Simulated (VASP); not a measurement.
## Al2O3: single point with PBEsol

The system is Al2O3.

```
Al O
1.0
     2.79780    0.00000    0.00000
    -1.39890    2.42296    0.00000
     0.00000    0.00000    9.05665
Al O
2 3
Direct
  0.00000 0.00000 0.14999
  0.00000 0.00000 0.85001
  0.33333 0.66667 0.22232
  0.66667 0.33333 0.00000
  0.33333 0.66667 0.77768
```

Measurements of this composition are mostly on another form, of space group No. 167.

The cell isn't the ideal one: strain -0.030 along x and y, -0.030 along z, atoms carried along.

| Quantity | Value |
| --- | --- |
| Program | VASP 6.6.1 |
| Task | single point |
| Functional | PBEsol |
| Potentials or basis | VASP PAW PBE potentials, release 64 (Al, O) |
| Cutoff | 520 eV |
| k mesh | 9 × 9 × 4 |
| Occupations | gaussian, width 0.05 eV |
| Spin | no spin polarisation |
| Dipole correction | no |
| Further INCAR settings | ALGO = Normal; EDIFF = 1e-06; NBANDS = 20 |

```
Pressure               : 12.4 GPa
Largest force          : 1.060 eV/Å
Band gap on the k mesh : 5.54 eV, indirect (least direct gap 5.85 eV)
```

Forces in eV/Å, atoms in the order of the input:
```
Al   0.000  0.000 -0.441
Al   0.000  0.000  0.441
O    0.000  0.000  1.060
O    0.000  0.000  0.000
O    0.000  0.000 -1.060
```

Stress tensor (GPa, compression positive):
```
14.73  0.00  0.00
 0.00 14.73  0.00
 0.00  0.00  7.81
```

Levels at points of the mesh, in eV from the valence-band top:
| k point | band 9 | band 10 | band 11 | band 12 | band 13 | band 14 | band 15 | band 16 |
| --- | --- | --- | --- | --- | --- | --- | --- | --- |
| (0.00, 0.00, 0.00) | -1.27 | -0.60 | -0.60 | -0.31 | 5.54 | 7.84 | 8.73 | 9.68 |
| (0.00, 0.00, 0.50) | -1.27 | -0.60 | -0.60 | -0.37 | 5.72 | 7.53 | 8.53 | 10.27 |

Wall time 31 s on 1 thread of AMD EPYC 9R45 (Zen 5), with other jobs on the host, peak memory 0.16 GiB.

Caveat: the PAW data sets were made with another functional, which shifts forces and pressure a little; an odd mesh through Γ misses points on the zone boundary, where band edges often lie.
